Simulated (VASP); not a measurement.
VASP 6.6.1 run: BN

INCAR

```
METAGGA = R2SCAN
NELM = 69
LASPH = .TRUE.
ENCUT = 520
SIGMA = 0.05
LREAL = .FALSE.
ISIF = 2
ALGO = Normal
LWAVE = .FALSE.
LCHARG = .FALSE.
ISMEAR = 1
IBRION = -1
NSW = 0
EDIFF = 1E-7
NBANDS = 11
PREC = Accurate
```

KPOINTS

```
KPOINTS created by Atomic Simulation Environment
0
Gamma
12 12 12
0 0 0
```

POSCAR

```
B  N
 1.0000000000000000
     0.0000000000000000    1.8589702132000001    1.8589702132000001
     1.8589702132000001    0.0000000000000000    1.8589702132000001
     1.8589702132000001    1.8589702132000001    0.0000000000000000
 B   N
   1   1
Cartesian
  0.0000000000000000  0.0000000000000000  0.0000000000000000
  0.9294851066000001  0.9294851066000001  0.9294851066000001
```

The recommended PBE PAW datasets give the neutral cell 8 valence electrons.

Command

```
mpirun -np 1 vasp_std
```

Task: How does this run end, and what does it give?

Result: It converged. Results: gap between bands v and c on the k mesh 4.87 eV; least direct gap on the k mesh 9.11 eV; pressure -28.7 GPa. Band v is the last that the valence electrons fill when counted band by band, and c is the next.

OSZICAR

```
N       E                     dE             d eps       ncg     rms          rms(c)
DAV:   1     0.734061257179E+01    0.73406E+01   -0.50982E+03  1600   0.741E+02
DAV:   2    -0.216732587601E+02   -0.29014E+02   -0.27850E+02  1965   0.167E+02
DAV:   3    -0.222508005382E+02   -0.57754E+00   -0.57679E+00  1869   0.201E+01
DAV:   4    -0.222516234486E+02   -0.82291E-03   -0.82290E-03  1716   0.855E-01
DAV:   5    -0.222516243604E+02   -0.91183E-06   -0.91194E-06  1839   0.278E-02    0.616E+00
DAV:   6    -0.190602351982E+02    0.31914E+01   -0.20049E+00  1590   0.779E+00    0.324E+00
DAV:   7    -0.190711828212E+02   -0.10948E-01   -0.19874E-01  1646   0.335E+00    0.177E+00
DAV:   8    -0.190735704685E+02   -0.23876E-02   -0.39040E-02  1668   0.129E+00    0.158E-01
DAV:   9    -0.190731943219E+02    0.37615E-03   -0.60844E-03  1800   0.502E-01    0.950E-02
DAV:  10    -0.190731673189E+02    0.27003E-04   -0.51759E-04  1719   0.165E-01    0.309E-02
DAV:  11    -0.190731722390E+02   -0.49200E-05   -0.49103E-05  1764   0.555E-02    0.764E-03
DAV:  12    -0.190731731479E+02   -0.90889E-06   -0.87361E-07  1770   0.945E-03    0.160E-03
DAV:  13    -0.190731732332E+02   -0.85283E-07   -0.24805E-07  1656   0.318E-03
   1 F= -.19073173E+02 E0= -.19073175E+02  d E =0.503300E-05
```

For comparison, a separate r²SCAN run of the intended cell, on usual settings and not on those above, gives a gap of 4.87 eV on its mesh and a pressure of -28.7 GPa.
